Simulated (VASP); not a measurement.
# TaAs in VASP: reference runs

Reference runs on TaAs: the cell as given.

Everything below comes from runs of VASP 6.6.1. Logs are shortened: lines on timing, memory, paths and dates and some standing lists are left out, and cuts for length are marked.

## Step 1: The sheet as given

The cell holds a sheet with vacuum, 2 atoms: a = 3.326 Å, b = 3.326 Å, c = 25.740 Å, α = 90.00°, β = 90.00°, γ = 90.00°.

The cell was built by a generator and needn't be a form met in nature.

## Step 2: Single point, PBE

File INCAR:

```
PREC = Accurate
ENCUT = 520
EDIFF = 1E-7
ISMEAR = -1
SIGMA = 0.05
LREAL = False
LASPH = True
NELM = 80
ALGO = Normal
ISIF = 2
LWAVE = False
LCHARG = False
LDIPOL = True
IDIPOL = 3
DIPOL = 0.5 0.5 0.291
GGA = PE
NBANDS = 15
```

File KPOINTS:

```
regular mesh
0
Gamma
  8 8 1
```

File POSCAR:

```
TaAs
1.0
    3.3258600000      0.0000000000      0.0000000000
    0.0000000000      3.3258600000      0.0000000000
    0.0000000000      0.0000000000     25.7402900000
Ta As
1 1
Direct
    0.0000000000      0.0000000000      0.2717800000
    0.5000000000      0.5000000000      0.3109600000
```

Potentials or basis: VASP PAW PBE potentials, release 64 (Ta_pv, As).

Run with:

```bash
cat potpaw_PBE.64/Ta_pv/POTCAR potpaw_PBE.64/As/POTCAR > POTCAR
mpirun -np 1 vasp_std > vasp.out
```

OUTCAR:

```text
PREC = Accurate
   ENCUT = 520
   EDIFF = 1E-7
   ISMEAR = -1
   LREAL = False
   LASPH = True
   NELM = 80
   ISIF = 2
   GGA = PE

 ion  position               nearest neighbor table
   1  0.000  0.000  0.272-   2 2.56   2 2.56   2 2.56   2 2.56
   2  0.500  0.500  0.311-   1 2.56   1 2.56   1 2.56   1 2.56

  LATTYP: Found a simple tetragonal cell.
 ALAT       =     3.3258600000
 C/A-ratio  =     7.7394388218

  Lattice vectors:

 A1 = (   3.3258600000,   0.0000000000,   0.0000000000)
 A2 = (   0.0000000000,   3.3258600000,   0.0000000000)
 A3 = (   0.0000000000,   0.0000000000,  25.7402900000)

Analysis of symmetry for initial positions (statically):
=====================================================================
 Subroutine PRICEL returns:
 Original cell was already a primitive cell.

 Routine SETGRP: Setting up the symmetry group for a
 simple tetragonal supercell.

 Subroutine GETGRP returns: Found  8 space group operations
 (whereof  8 operations were pure point group operations)
 out of a pool of 16 trial point group operations.

The static configuration has the point symmetry C_4v.

Analysis of symmetry for dynamics (positions and initial velocities):
=====================================================================
 Subroutine PRICEL returns:
 Original cell was already a primitive cell.

 Routine SETGRP: Setting up the symmetry group for a
 simple tetragonal supercell.

 Subroutine GETGRP returns: Found  8 space group operations
 (whereof  8 operations were pure point group operations)
 out of a pool of 16 trial point group operations.

The dynamic configuration has the point symmetry C_4v.

 Subroutine INISYM returns: Found  8 space group operations
 (whereof  8 operations are pure point group operations),
 and found     1 'primitive' translations

----------------------------------------------------------------------------------------

                                     Primitive cell

  volume of cell :     284.7222

  direct lattice vectors                    reciprocal lattice vectors
     3.325860000  0.000000000  0.000000000     0.300674111  0.000000000  0.000000000
     0.000000000  3.325860000  0.000000000     0.000000000  0.300674111  0.000000000
     0.000000000  0.000000000 25.740290000     0.000000000  0.000000000  0.038849601

  length of vectors
     3.325860000  3.325860000 25.740290000     0.300674111  0.300674111  0.038849601

  position of ions in fractional coordinates (direct lattice)
     0.000000000  0.000000000  0.271780000
     0.500000000  0.500000000  0.310960000

  ion indices of the primitive-cell ions
   primitive index   ion index
                 1           1
                 2           2

----------------------------------------------------------------------------------------

 KPOINTS: regular mesh

Automatic generation of k-mesh.
 Grid dimensions read from file:
 generate k-points for:    8    8    1

 Generating k-lattice:

  Cartesian coordinates                     Fractional coordinates (reciprocal lattice)
     0.037584264  0.000000000  0.000000000     0.125000000  0.000000000  0.000000000
     0.000000000  0.037584264  0.000000000     0.000000000  0.125000000  0.000000000
     0.000000000  0.000000000  0.038849601     0.000000000  0.000000000  1.000000000

  Length of vectors
     0.037584264  0.037584264  0.038849601

  Shift w.r.t. Gamma in fractional coordinates (k-lattice)
     0.000000000  0.000000000  0.000000000

 Subroutine IBZKPT returns following result:
 ===========================================

 Found     15 irreducible k-points:

 Following reciprocal coordinates:
            Coordinates               Weight
  0.000000  0.000000  0.000000      1.000000
  0.125000  0.000000  0.000000      4.000000
  0.250000  0.000000  0.000000      4.000000
  0.375000  0.000000  0.000000      4.000000
  0.500000  0.000000  0.000000      2.000000
  0.125000  0.125000  0.000000      4.000000
  0.250000  0.125000  0.000000      8.000000
  0.375000  0.125000  0.000000      8.000000
  0.500000  0.125000  0.000000      4.000000
  0.250000  0.250000  0.000000      4.000000
  0.375000  0.250000  0.000000      8.000000
  0.500000  0.250000  0.000000      4.000000
  0.375000  0.375000  0.000000      4.000000
  0.500000  0.375000  0.000000      4.000000
  0.500000  0.500000  0.000000      1.000000
   k-points           NKPTS =     15   k-points in BZ     NKDIM =     15   number of bands    NBANDS=     15
   number of dos      NEDOS =    301   number of ions     NIONS =      2
   total plane-waves  NPLWV = 150528
   dimension x,y,z NGX =    28 NGY =   28 NGZ =  192
   dimension x,y,z NGXF=    56 NGYF=   56 NGZF=  384
   ions per type =               1   1
   NGX,Y,Z   is equivalent  to a cutoff of  14.00, 14.00, 12.40 a.u.
   NGXF,Y,Z  is equivalent  to a cutoff of  27.99, 27.99, 24.80 a.u.
 SYSTEM =  unknown system
   PREC   = accura    normal or accurate (medium, high low for compatibility)
   ISTART =      0    job   : 0-new  1-cont  2-samecut
   ICHARG =      2    charge: 1-file 2-atom 10-const
   ISPIN  =      1    spin polarized calculation?
   LNONCOLLINEAR =      F non collinear calculations
   LSORBIT =      F    spin-orbit coupling
   LASPH  =      T    aspherical Exc in radial PAW
   ENCUT  =  520.0 eV  38.22 Ry    6.18 a.u.   6.18  6.18 47.86*2*pi/ulx,y,z
   NELM   =     80;   NELMIN=  2; NELMDL= -5     # of ELM steps
   EDIFF  = 0.1E-06   stopping-criterion for ELM
   LREAL  =      F    real-space projection
   EDIFFG = 0.1E-05   stopping-criterion for IOM
   NSW    =      0    number of steps for IOM
   IBRION =     -1    ionic relax: 0-MD 1-quasi-New 2-CG
   NFREE  =      0    steps in history (QN), initial steepest desc. (CG)
   ISIF   =      2    stress and relaxation
   ISYM   =      2    0-nonsym 1-usesym 2-fastsym
   POTIM  = 0.5000    time-step for ionic-motion
   TEBEG  =    0.0;   TEEND  =   0.0 temperature during run
   PSTRESS=    0.0 pullay stress
   NELECT =      16.0000    total number of electrons
   NUPDOWN=      -1.0000    fix difference up-down
   EMIN   =  10.00;   EMAX   =-10.00  energy-range for DOS
   EFERMI =   0.00;   METHOD = LEGACY
   ISMEAR =    -1;   SIGMA  =   0.05  broadening in eV -4-tet -1-fermi 0-gaus
   EFERMI_NEDOS =   21; number of points for ismear=-14 and -15
   IALGO  =     38    algorithm
   IMIX   =      4    mixing-type and parameters
     AMIX     =   0.40;   BMIX     =  1.00
     AMIX_MAG =   1.60;   BMIX_MAG =  1.00
  volume/ion in A,a.u.               =     142.36       960.70
  Fermi-wavevector in a.u.,A,eV,Ry     =   0.627058  1.184968  5.349834  0.393202
  Thomas-Fermi vector in A             =   1.688526
   LORBIT       =      0    0 simple, 1 ext, 2 COOP (PROOUT), +10 PAW based schemes
   GGA     = PE    functional components
   LHFCALC =     F    Hartree Fock is set to
   AEXX    =    0.0000 exact exchange contribution
   IVDW    =     0    specifies the selected vdW correction
   LEPSILON=     F    determine dielectric tensor
   LRPA    =     F    only Hartree local field effects (RPA)
 non-spin polarized calculation
  energy-cutoff  :      520.00
  volume of cell :      284.72
 maximum number of plane-waves:      7720
 NGX is ok and might be reduce to    28
   NGX = 13   NGY = 13   NGZ = 95

 number of electron      15.9999998 magnetization

 dipolmoment           0.000000      0.000000      0.014759 electrons x Angstroem

 Free energy of the ion-electron system (eV)
  ---------------------------------------------------
  ext. energy  EPLUGINS =         0.00000000
  ---------------------------------------------------
  free energy    TOTEN  =       -14.58665046 eV

  energy without entropy =      -14.55811974  energy(sigma->0) =      -14.57238510

 E-fermi :  -3.1380     XC(G=0):  -2.1979

 val. band max:       -3.1414649361   @ k =   0.2500   0.2500   0.0000
 cond. band min:      -3.1244730917   @ k =   0.1250   0.0000   0.0000
 fundamental gap:      0.0169918444
 Fermi energy:        -3.1379613664

 k-point     1 :       0.0000    0.0000    0.0000
  band No.  band energies     occupation
      1     -38.2060      2.00000
      2     -37.9458      2.00000
      3     -37.9458      2.00000
      4     -15.4281      2.00000
      5      -7.3589      2.00000
      6      -5.3584      2.00000
      7      -3.8952      2.00000
      8      -3.8952      2.00000
      9      -3.7293      1.99999
     10      -1.3828      0.00000
     11       0.0800      0.00000
     12       0.6769      0.00000
     13       0.6769      0.00000
     14       0.9068      0.00000
     15       1.4775      0.00000

 k-point     2 :       0.1250    0.0000    0.0000
  band No.  band energies     occupation
      1     -38.2030      2.00000
      2     -37.9768      2.00000
      3     -37.9425      2.00000
      4     -15.2308      2.00000
      5      -7.2186      2.00000
      6      -5.7177      2.00000
      7      -4.2106      2.00000
      8      -4.0683      2.00000
      9      -3.1245      0.86593
     10      -1.7539      0.00000
     11      -0.4300      0.00000
     12       0.3720      0.00000
     13       1.1643      0.00000
     14       1.4134      0.00000
     15       1.6750      0.00000

 k-point     3 :       0.2500    0.0000    0.0000
  band No.  band energies     occupation
      1     -38.1958      2.00000
      2     -38.0511      2.00000
      3     -37.9344      2.00000
      4     -14.6965      2.00000
      5      -7.4593      2.00000
      6      -6.1196      2.00000
      7      -4.5663      2.00000
      8      -3.9282      2.00000
      9      -2.4416      0.00000
     10      -1.9521      0.00000
     11      -1.4325      0.00000
     12       0.2751      0.00000
     13       1.8183      0.00000
     14       2.0907      0.00000
     15       2.5080      0.00000

 k-point     4 :       0.3750    0.0000    0.0000
  band No.  band energies     occupation
      1     -38.1884      2.00000
      2     -38.1245      2.00000
      3     -37.9264      2.00000
      4     -14.0271      2.00000
      5      -8.5484      2.00000
      6      -5.5318      2.00000
      7      -5.0631      2.00000
      8      -3.6794      1.99996
      9      -2.0710      0.00000
     10      -1.8277      0.00000
     11      -1.7505      0.00000
     12       0.1341      0.00000
     13       2.6954      0.00000
     14       2.8601      0.00000
     15       3.1215      0.00000
[... 145 lines left out ...]
 k-point    13 :       0.3750    0.3750    0.0000
  band No.  band energies     occupation
      1     -38.1703      2.00000
      2     -38.0978      2.00000
      3     -38.0945      2.00000
      4     -13.5476      2.00000
      5      -7.5413      2.00000
      6      -7.1538      2.00000
      7      -4.8185      2.00000
      8      -3.1773      1.37445
      9      -2.4913      0.00000
     10      -2.3751      0.00000
     11       0.8328      0.00000
     12       1.3263      0.00000
     13       2.3158      0.00000
     14       2.7110      0.00000
     15       4.7491      0.00000

 k-point    14 :       0.5000    0.3750    0.0000
  band No.  band energies     occupation
      1     -38.1669      2.00000
      2     -38.1250      2.00000
      3     -38.0913      2.00000
      4     -13.4615      2.00000
      5      -7.5680      2.00000
      6      -7.2876      2.00000
      7      -4.6162      2.00000
      8      -3.0525      0.30663
      9      -2.3724      0.00000
     10      -2.2566      0.00000
     11       0.5423      0.00000
     12       2.0029      0.00000
     13       2.3089      0.00000
     14       2.4314      0.00000
     15       4.6634      0.00000

 k-point    15 :       0.5000    0.5000    0.0000
  band No.  band energies     occupation
      1     -38.1636      2.00000
      2     -38.1199      2.00000
      3     -38.1199      2.00000
      4     -13.4285      2.00000
      5      -7.3730      2.00000
      6      -7.3730      2.00000
      7      -4.9386      2.00000
      8      -2.6665      0.00016
      9      -2.0587      0.00000
     10      -2.0587      0.00000
     11       0.6021      0.00000
     12       1.0183      0.00000
     13       3.3122      0.00000
     14       3.3227      0.00000
     15       4.1530      0.00000

------------------------ aborting loop because EDIFF is reached ----------------------------------------

 vacuum level on the upper side and lower side of the slab       (xc-potential included)         0.021        -0.206

  FORCE on cell =-STRESS in cart. coord.  units (eV):
  Direction    XX          YY          ZZ          XY          YZ          ZX
  --------------------------------------------------------------------------------------
  -------------------------------------------------------------------------------------
  Total        0.1051806      0.1051806      0.0370041      0.0000000      0.0000000      0.0000000
  in kB        0.5918678      0.5918678      0.2082278      0.0000000      0.0000000      0.0000000
  external PRESSURE =       0.4639878 kB  Pullay stress =       0.0000000 kB

 VOLUME and BASIS-vectors are now :
 -----------------------------------------------------------------------------
  energy-cutoff  :      520.00
  volume of cell :      284.72
      direct lattice vectors                 reciprocal lattice vectors
     3.325860000  0.000000000  0.000000000     0.300674111  0.000000000  0.000000000
     0.000000000  3.325860000  0.000000000     0.000000000  0.300674111  0.000000000
     0.000000000  0.000000000 25.740290000     0.000000000  0.000000000  0.038849601

 POSITION                                       TOTAL-FORCE (eV/Angst)
 -----------------------------------------------------------------------------------
      0.00000      0.00000      6.99570        -0.000000     -0.000000     -0.042998
      1.66293      1.66293      8.00420         0.000000      0.000000      0.042998
 -----------------------------------------------------------------------------------
    total drift:                               -0.000000      0.000000      0.000181

  FREE ENERGIE OF THE ION-ELECTRON SYSTEM (eV)
  ---------------------------------------------------
  free  energy   TOTEN  =       -14.5866504631 eV

  energy  without entropy=      -14.5581197403  energy(sigma->0) =      -14.57238510

 vacuum level on the upper side and lower side of the slab         1.496         1.256
```

It took 81 s on 1 thread of Intel Xeon Platinum 8488C (Sapphire Rapids), shared host; peak memory 0.42 GiB.

Results:

```
Free energy            : -14.5867 eV
Largest force          : 0.043 eV/Å
Band gap on the k mesh : none (metal or under the smearing width)
```

Forces on the atoms (eV/Å):
```
Ta   0.000  0.000 -0.043
As   0.000  0.000  0.043
```

Levels at points of the mesh, in eV from the Fermi level:
```tsv
k point	band 4	band 5	band 6	band 7	band 8	band 9	band 10	band 11	band 12	band 13
(0.00, 0.00, 0.00)	-12.29	-4.22	-2.22	-0.76	-0.76	-0.59	1.76	3.22	3.81	3.81
(0.50, 0.00, 0.00)	-10.54	-5.96	-2.12	-2.02	-0.39	0.61	1.41	1.59	3.78	5.79
(0.50, 0.50, 0.00)	-10.29	-4.24	-4.24	-1.80	0.47	1.08	1.08	3.74	4.16	6.45
```

Spin-orbit coupling is left out, which matters for the levels of Ta.
